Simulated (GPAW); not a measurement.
# MoS2 (P-3m1) in GPAW: relaxation of cell and atoms with RPBE

Aim: the relaxation of cell and atoms of MoS2 with RPBE.

All numbers are computed with GPAW 26.7.0; they aren't measurements. Logs are shortened: lines on timing, memory, paths and dates and some standing lists are left out, and cuts for length are marked. The log counts tension as positive stress, the text compression.

## 1. The crystal as given

Symmetry: P-3m1, No. 164, trigonal system. The conventional cell has a = 3.227 Å, b = 3.227 Å, c = 6.312 Å, α = 90.00°, β = 90.00°, γ = 120.00°. Around Mo (site symmetry -3m) lie 6 S at 2.42 Å. Around S (site symmetry 3m) lie 3 Mo at 2.42 Å.

Measurements of this composition are mostly on another form, of space group No. 194.

## 2. Relaxation of cell and atoms, RPBE

File run.py:

```python
from ase.filters import FrechetCellFilter
from ase.io import read, write
from ase.optimize import BFGS
from gpaw import GPAW, PW

atoms = read('MoS2.xyz')

calc = GPAW(mode=PW(600),
            xc='RPBE',
            kpts={'size': (9, 9, 4), 'gamma': True},
            occupations={'name': 'fermi-dirac', 'width': 0.05},
            nbands=25,
            convergence={'density': 1e-05, 'forces': 0.0001},
            maxiter=150,
            txt='gpaw.txt')
atoms.calc = calc
opt = BFGS(FrechetCellFilter(atoms), trajectory='relax.traj', logfile='-')
done = opt.run(fmax=0.02, steps=100)
calc.write('gs.gpw')
write('result.traj', atoms)
print('Converged:', done)
print('Cell:', atoms.cell.cellpar().round(4))
print('Volume:', round(atoms.get_volume(), 4))
print(atoms.get_scaled_positions().round(5))
```

File MoS2.xyz:

```xyz
3
Lattice="3.2274645616 0.0000000000 0.0000000000 -1.6137322808 2.7950663001 0.0000000000 0.0000000000 0.0000000000 6.3124734200" Properties=species:S:1:pos:R:3 pbc="T T T"
Mo     0.0000000000      0.0000000000      3.1562367100
S      1.6137322810      0.9316887666      4.7007769989
S     -0.0000000002      1.8633775335      1.6116964211
```

Potentials or basis: the program's PAW data sets (release 1.2.1) made for this functional, pw.

Command:

```
$ OMP_NUM_THREADS=1 python run.py
```

gpaw.txt:

```text
__  _  _
 | _ |_)|_||  |
 |__||  | ||/\| - 26.7.0

Input parameters:
  mode=PW(ecut=600.0),
  convergence={'density': 1e-05, 'forces': 0.0001},
  kpts=MonkhorstPack(size=(9, 9, 4), gamma=True),
  maxiter=150,
  nbands=25,
  occupations=Occupations(name='fermi-dirac', width=0.05),
  xc=XC(name='RPBE')

Diagonalizing LCAO Hamiltonian
Converting LCAO to pw mode

            S

       Mo
         S

Atoms  # Å, Bohr magnetons
|   | symbol |         x |        y |        z |    initial magnetic moments |
|---|--------|-----------|----------|----------|-----------------------------|
| 0 |     Mo |  0.000000 | 0.000000 | 3.156237 | ( 0.0000,  0.0000,  0.0000) |
| 1 |      S |  1.613732 | 0.931689 | 4.700777 | ( 0.0000,  0.0000,  0.0000) |
| 2 |      S | -0.000000 | 1.863378 | 1.611696 | ( 0.0000,  0.0000,  0.0000) |

Unit cell  # Å
| periodic |         x |        y |        z |  lengths |     angles |
|----------|-----------|----------|----------|----------|------------|
|      yes |  3.227465 | 0.000000 | 0.000000 | 3.227465 |  90.000000 |
|      yes | -1.613732 | 2.795066 | 0.000000 | 3.227465 |  90.000000 |
|      yes |  0.000000 | 0.000000 | 6.312473 | 6.312473 | 120.000000 |

Number of symmetries: 12
Symmetry operations  # r_c * U_cc + t_c -> r_c
|    | kind |            matrix            |
|----|------|------------------------------|
|  0 |  σ   |  1, 1, 0,  0,-1, 0,  0, 0, 1 |
|  1 |  S6  |  1, 1, 0, -1, 0, 0,  0, 0,-1 |
|  2 |  E   |  1, 0, 0,  0, 1, 0,  0, 0, 1 |
|  3 |  C2  |  1, 0, 0, -1,-1, 0,  0, 0,-1 |
|  4 |  C2  |  0, 1, 0,  1, 0, 0,  0, 0,-1 |
|  5 |  C3  |  0, 1, 0, -1,-1, 0,  0, 0, 1 |
|  6 |  S6  |  0,-1, 0,  1, 1, 0,  0, 0,-1 |
|  7 |  σ   |  0,-1, 0, -1, 0, 0,  0, 0, 1 |
|  8 |  σ   | -1, 0, 0,  1, 1, 0,  0, 0, 1 |
[... 383 lines left out ...]
SCF iterations
|iter     | |      energy | eigst |  dens |force |
|---------|-|-------------|-------|-------|------|
|iter:   1| |  -20.057573 | -1.91 |       |      |
|iter:   2| |  -20.036697 | -3.69 | -1.79 |      |
|iter:   3| |  -20.015623 | -3.27 | -1.95 |      |
|iter:   4| |  -20.012432 | -3.97 | -2.34 |      |
|iter:   5| |  -20.011949c| -4.58 | -2.71 |      |
|iter:   6| |  -20.011966c| -5.49 | -3.08 |      |
|iter:   7| |  -20.011972c| -6.70 | -3.72 |      |
|iter:   8| |  -20.011974c| -7.27 | -4.07 |      |
|iter:   9| |  -20.011974c| -8.22c| -5.11c|      |
|iter:  10| |  -20.011974c| -8.72c| -5.59c|-3.81 |
|iter:  11| |  -20.011974c| -9.24c| -6.50c|-4.36c|
[... 1550 lines left out ...]
| 2 |      S | -0.000000 | 1.873830 | 2.309203 | ( 0.0000,  0.0000,  0.0000) |

Unit cell  # Å
| periodic |         x |        y |        z |  lengths |     angles |
|----------|-----------|----------|----------|----------|------------|
|      yes |  3.245569 | 0.000000 | 0.000000 | 3.245569 |  90.000000 |
|      yes | -1.622784 | 2.810745 | 0.000000 | 3.245569 |  90.000000 |
|      yes |  0.000000 | 0.000000 | 7.753144 | 7.753144 | 120.000000 |

Number of symmetries: 12
Symmetry operations  # r_c * U_cc + t_c -> r_c
|    | kind |            matrix            |
|----|------|------------------------------|
|  0 |  σ   |  1, 1, 0,  0,-1, 0,  0, 0, 1 |
|  1 |  S6  |  1, 1, 0, -1, 0, 0,  0, 0,-1 |
|  2 |  E   |  1, 0, 0,  0, 1, 0,  0, 0, 1 |
|  3 |  C2  |  1, 0, 0, -1,-1, 0,  0, 0,-1 |
|  4 |  C2  |  0, 1, 0,  1, 0, 0,  0, 0,-1 |
|  5 |  C3  |  0, 1, 0, -1,-1, 0,  0, 0, 1 |
|  6 |  S6  |  0,-1, 0,  1, 1, 0,  0, 0,-1 |
|  7 |  σ   |  0,-1, 0, -1, 0, 0,  0, 0, 1 |
|  8 |  σ   | -1, 0, 0,  1, 1, 0,  0, 0, 1 |
[... 219 lines left out ...]
Atoms  # Å, Bohr magnetons
|   | symbol |         x |        y |        z |    initial magnetic moments |
|---|--------|-----------|----------|----------|-----------------------------|
| 0 |     Mo |  0.000000 | 0.000000 | 3.893961 | ( 0.0000,  0.0000,  0.0000) |
| 1 |      S |  1.621523 | 0.936187 | 5.462182 | ( 0.0000,  0.0000,  0.0000) |
| 2 |      S | -0.000000 | 1.872374 | 2.325740 | ( 0.0000,  0.0000,  0.0000) |

Unit cell  # Å
| periodic |         x |         y |        z |  lengths |     angles |
|----------|-----------|-----------|----------|----------|------------|
|      yes |  3.243046 | -0.000000 | 0.000000 | 3.243046 |  90.000000 |
|      yes | -1.621523 |  2.808561 | 0.000000 | 3.243046 |  90.000000 |
|      yes |  0.000000 |  0.000000 | 7.787922 | 7.787922 | 120.000000 |

Number of symmetries: 12
Symmetry operations  # r_c * U_cc + t_c -> r_c
|    | kind |            matrix            |
|----|------|------------------------------|
|  0 |  σ   |  1, 1, 0,  0,-1, 0,  0, 0, 1 |
|  1 |  S6  |  1, 1, 0, -1, 0, 0,  0, 0,-1 |
|  2 |  E   |  1, 0, 0,  0, 1, 0,  0, 0, 1 |
|  3 |  C2  |  1, 0, 0, -1,-1, 0,  0, 0,-1 |
|  4 |  C2  |  0, 1, 0,  1, 0, 0,  0, 0,-1 |
|  5 |  C3  |  0, 1, 0, -1,-1, 0,  0, 0, 1 |
|  6 |  S6  |  0,-1, 0,  1, 1, 0,  0, 0,-1 |
|  7 |  σ   |  0,-1, 0, -1, 0, 0,  0, 0, 1 |
|  8 |  σ   | -1, 0, 0,  1, 1, 0,  0, 0, 1 |
[... 194 lines left out ...]
No gap
No difference between direct/indirect transitions

Stress tensor  # eV/Ang^3
|        x |        y |         z |
|----------|----------|-----------|
| 0.002606 | 0.000000 |  0.000000 |
| 0.000000 | 0.002606 |  0.000000 |
| 0.000000 | 0.000000 | -0.002769 |

Forces  # eV/Ang
|       x |        y |        z |
|---------|----------|----------|
| 0.00000 |  0.00000 |  0.00000 |  # Mo   0
| 0.00000 |  0.00000 |  0.05907 |  # S    1
| 0.00000 | -0.00000 | -0.05907 |  # S    2
[... 254 lines left out ...]
Atoms  # Å, Bohr magnetons
|   | symbol |         x |        y |        z |    initial magnetic moments |
|---|--------|-----------|----------|----------|-----------------------------|
| 0 |     Mo |  0.000000 | 0.000000 | 3.953757 | ( 0.0000,  0.0000,  0.0000) |
| 1 |      S |  1.612917 | 0.931218 | 5.534166 | ( 0.0000,  0.0000,  0.0000) |
| 2 |      S | -0.000000 | 1.862437 | 2.373348 | ( 0.0000,  0.0000,  0.0000) |

Unit cell  # Å
| periodic |         x |         y |        z |  lengths |     angles |
|----------|-----------|-----------|----------|----------|------------|
|      yes |  3.225835 | -0.000000 | 0.000000 | 3.225835 |  90.000000 |
|      yes | -1.612917 |  2.793655 | 0.000000 | 3.225835 |  90.000000 |
|      yes |  0.000000 |  0.000000 | 7.907513 | 7.907513 | 120.000000 |

Number of symmetries: 12
Symmetry operations  # r_c * U_cc + t_c -> r_c
|    | kind |            matrix            |
|----|------|------------------------------|
|  0 |  σ   |  1, 1, 0,  0,-1, 0,  0, 0, 1 |
|  1 |  S6  |  1, 1, 0, -1, 0, 0,  0, 0,-1 |
|  2 |  E   |  1, 0, 0,  0, 1, 0,  0, 0, 1 |
|  3 |  C2  |  1, 0, 0, -1,-1, 0,  0, 0,-1 |
|  4 |  C2  |  0, 1, 0,  1, 0, 0,  0, 0,-1 |
|  5 |  C3  |  0, 1, 0, -1,-1, 0,  0, 0, 1 |
|  6 |  S6  |  0,-1, 0,  1, 1, 0,  0, 0,-1 |
|  7 |  σ   |  0,-1, 0, -1, 0, 0,  0, 0, 1 |
|  8 |  σ   | -1, 0, 0,  1, 1, 0,  0, 0, 1 |
[... 204 lines left out ...]
Forces  # eV/Ang
|        x |        y |        z |
|----------|----------|----------|
| -0.00000 |  0.00000 |  0.00000 |  # Mo   0
| -0.00000 |  0.00000 |  0.00622 |  # S    1
|  0.00000 | -0.00000 | -0.00622 |  # S    2

# Writing to gs.gpw (mode='')
```

stdout:

```text
Step          Energy          fmax
BFGS:    0      -20.004949        0.675999
BFGS:    1      -20.016388        0.472049
BFGS:    2      -20.024185        0.159093
BFGS:    3      -20.025029        0.132896
BFGS:    4      -20.035150        0.295450
BFGS:    5      -20.049304        0.387648
BFGS:    6      -20.076709        0.329450
BFGS:    7      -20.092720        0.115284
BFGS:    8      -20.093581        0.077834
BFGS:    9      -20.094158        0.072877
BFGS:   10      -20.096073        0.038320
BFGS:   11      -20.096097        0.007787
Converged: True
Cell: [  3.2258   3.2258   7.9075  90.      90.     120.    ]
Volume: 71.2615
[[0.      0.      0.5    ]
 [0.66667 0.33333 0.69986]
 [0.33333 0.66667 0.30014]]
```

Run time: 8.1 min. Hardware: 1 thread of Arm Neoverse V1, shared host; peak memory 0.38 GiB.

Results:

* Free energy: -20.0961 eV
* Relaxed volume: 23.75 Å³/atom
* Relaxed cell: a = 3.226 Å, b = 3.226 Å, c = 7.908 Å, α = 90.00°, β = 90.00°, γ = 120.00°
* Space group after relaxing (to 0.05 Å): P-3m1 (No. 164)
* Energy gained by relaxing: 30.8 meV/atom
* Ionic steps: 12
* Pressure after relaxing: 0.0 GPa
* Largest force after relaxing: 0.006 eV/Å
* Band gap on the k mesh: none (metal or under the smearing width)

Forces on the atoms (eV/Å):
```
Mo   0.000  0.000  0.000
S    0.000  0.000  0.006
S    0.000  0.000 -0.006
```

Step by step:
```csv
step,energy change (eV),largest force (eV/Å),pressure (GPa),volume (Å³)
1,0.0000,0.3901,3.76,56.94
2,-0.0114,0.1903,2.40,57.31
3,-0.0192,0.1087,0.37,57.93
4,-0.0200,0.1311,0.21,58.03
5,-0.0302,0.2868,-1.04,59.34
6,-0.0445,0.3650,-1.83,61.29
7,-0.0724,0.2902,-1.81,65.56
8,-0.0889,0.0041,-0.51,69.96
9,-0.0898,0.0525,-0.22,70.73
10,-0.0904,0.0591,-0.13,70.93
11,-0.0924,0.0306,0.09,71.41
12,-0.0924,0.0062,0.03,71.26
```

Final structure:
```
Mo S
1.0
     3.22583    0.00000    0.00000
    -1.61292    2.79365    0.00000
     0.00000    0.00000    7.90751
Mo S
1 2
Direct
  0.00000 0.00000 0.50000
  0.66667 0.33333 0.69986
  0.33333 0.66667 0.30014
```

Caveat: later steps reuse the first step's grids; the volume moved by over 15 % at a fixed basis, so the end points are rough; this functional lacks dispersion, which binds the layers, so the pressure and a relaxed spacing across them are unreliable, and here the layers came unbound.
